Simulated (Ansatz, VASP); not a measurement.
This is a calculation of RuS for VASP 6.6.1.

File POSCAR:

```
RuS
1.0
    3.3689683200      0.0000000000      0.0000000000
   -1.6844841600      2.9176121500      0.0000000000
    0.0000000000      0.0000000000      3.2879461700
Ru S
1 1
Direct
    0.0000000000      0.0000000000      0.0000000000
    0.6666666667      0.3333333333      0.5000000000
```

Contents of INCAR.step1:

```
SYSTEM = RuS
ALGO = Normal
EDIFF = 1E-5
ENCUT = 520
GGA = PE
ISIF = 2
ISMEAR = -1
LASPH = .TRUE.
LREAL = .FALSE.
LWAVE = .TRUE.
NELM = 60
PREC = Accurate
SIGMA = 0.05
```

INCAR.step2

```
SYSTEM = RuS
AEXX = 0.25
ALGO = Normal
EDIFF = 1E-7
ENCUT = 520
GGA = PE
HFSCREEN = 0.3
ISIF = 2
ISMEAR = -1
ISTART = 1
LASPH = .TRUE.
LCHARG = .FALSE.
LHFCALC = .TRUE.
LREAL = .FALSE.
LWAVE = .FALSE.
NELM = 60
PREC = Accurate
PRECFOCK = Fast
SIGMA = 0.05
```

KPOINTS

```
k-points
0
G
  5 5 4
  0 0 0
```

Potentials or basis: VASP PAW PBE potentials, release 64 (Ru_pv, S).

The run is started by

```console
$ cat potpaw_PBE.64/Ru_pv/POTCAR potpaw_PBE.64/S/POTCAR > POTCAR
$ cp INCAR.step1 INCAR
$ mpirun -np 1 vasp_std > vasp.out
$ cp INCAR.step2 INCAR
$ mpirun -np 1 vasp_std > vasp.out
```

Translate it to Ansatz 0.2.0. Potentials there: Ansatz PAW.

As run (the cutoff follows the program's own potentials):

input.yaml

```yaml
crystal:
  lattice:
    - [3.36896832, 0.0, 0.0]
    - [-1.68448416, 2.91761215, 0.0]
    - [0.0, 0.0, 3.28794617]
  atoms:
    - { symbol: Ru, position: [0.0, 0.0, 0.0] }
    - { symbol: S, position: [0.6666666667, 0.3333333333, 0.5] }
hamiltonian:
  xc: { exchange: pbe, correlation: pbe, exx: { coeff: 0.25, omega: 0.3 } }
  pseudopotentials: { kind: paw }
kpoints:
  mp_grid: { grid: [5, 5, 4] }
scf:
  occupations: { method: fermi_dirac, width: 0.05 }
output:
  forces: true
  stress: true
  eigenvalues: true
```

Potentials or basis: Ansatz PAW.

Launch:

```bash
$ ansatz run input.yaml --threads 1 --pin off --max-ram 3584MiB --backend cpu --events-out ev --progress --plain --runs-dir out
```

Both were run:

|  | VASP | Ansatz | Ansatz less VASP |
| --- | --- | --- | --- |
| gap on the k mesh at the Fermi level (eV) | none | none | - |
| pressure (GPa) | -20.7 | -20.6 | +0.08 |
| largest component of the traceless stress (GPa) | 2.07 | 2.05 | -0.027 |

A gap of «none» marks a metal or a gap that the smearing closes. The two sets of potentials don't hold the same shells in valence.

Caveats: the k mesh is coarse (spacing up to 0.48 Å⁻¹), so the values aren't converged, least of all with exact exchange; the PAW data sets were made with another functional, which shifts forces and pressure a little (VASP); the PAW data sets come from PBE, with cores solved anew for the run's functional, which leaves a small shift of forces and pressure (Ansatz); the thresholds are loose for stress (Ansatz).
